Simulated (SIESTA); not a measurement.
Runs of SIESTA 5.4.2 on SrCl2. Symmetry: Fm-3m, No. 225, cubic system. Conventional cell: a = 6.977 Å, b = 6.977 Å, c = 6.977 Å, α = 90.00°, β = 90.00°, γ = 90.00°. Sr (site symmetry m-3m) has 8 Cl at 3.02 Å as nearest neighbours. Cl (site symmetry -43m) has 4 Sr at 3.02 Å as nearest neighbours. 

```tsv
task	level	potentials or basis	gap on the mesh (eV)	pressure (GPa)	V0 of scaled cells (Å³/atom)	B0 (GPa)
band structure	vdW-DF-cx	PseudoDojo 0.4 standard (PBE files), DZP (energy shift 0.003 Ry; two zetas on semicore shells; d shell added on Sr)	5.46	(b)	-	-
band structure	LDA	PseudoDojo 0.4 standard (LDA files), DZP (energy shift 0.003 Ry; two zetas on semicore shells; d shell added on Sr)	5.06	-2.7	-	-
single point	PBE	PseudoDojo 0.4 standard (PBE files), DZP (energy shift 0.003 Ry; two zetas on semicore shells; d shell added on Sr)	5.50	1.2	-	-
equation of state	PBEsol	PseudoDojo 0.4 standard (PBEsol files), DZP (energy shift 0.003 Ry; two zetas on semicore shells; d shell added on Sr)	-	-	(a)	40
band structure	PBEsol	PseudoDojo 0.4 standard (PBEsol files), DZP (energy shift 0.003 Ry; two zetas on semicore shells; d shell added on Sr)	5.32	-0.8	-	-
band structure	AM05	PseudoDojo 0.4 standard (PBEsol files), DZP (energy shift 0.003 Ry; two zetas on semicore shells; d shell added on Sr)	5.50	0.1	-	-
equation of state	PBE	PseudoDojo 0.4 standard (PBE files), DZP (energy shift 0.003 Ry; two zetas on semicore shells; d shell added on Sr)	-	-	29.20	36
band structure	BLYP	PseudoDojo 0.4 standard (PBE files), DZP (energy shift 0.003 Ry; two zetas on semicore shells; d shell added on Sr)	5.55	3.1	-	-
```

Alike in all rows: no spin polarisation; cell as given; k mesh 7 × 7 × 7; smearing fermi-dirac 0.05 eV; grid cutoff 800 Ry; energy shift 0.003 Ry.

Question: Estimate the missing entries.

Answer: (a) 27.67; (b) -0.3.

Caveats: the basis of atomic orbitals isn't converged, which shifts pressures, moduli and gaps; the potentials were made for another functional, which shifts forces and pressure (some runs); an odd mesh through Γ misses points on the zone boundary, where band edges often lie (some runs).

A k mesh can miss the band edges, and the runs leave out spin-orbit coupling on Sr.

Not every run made on this cell is shown here.
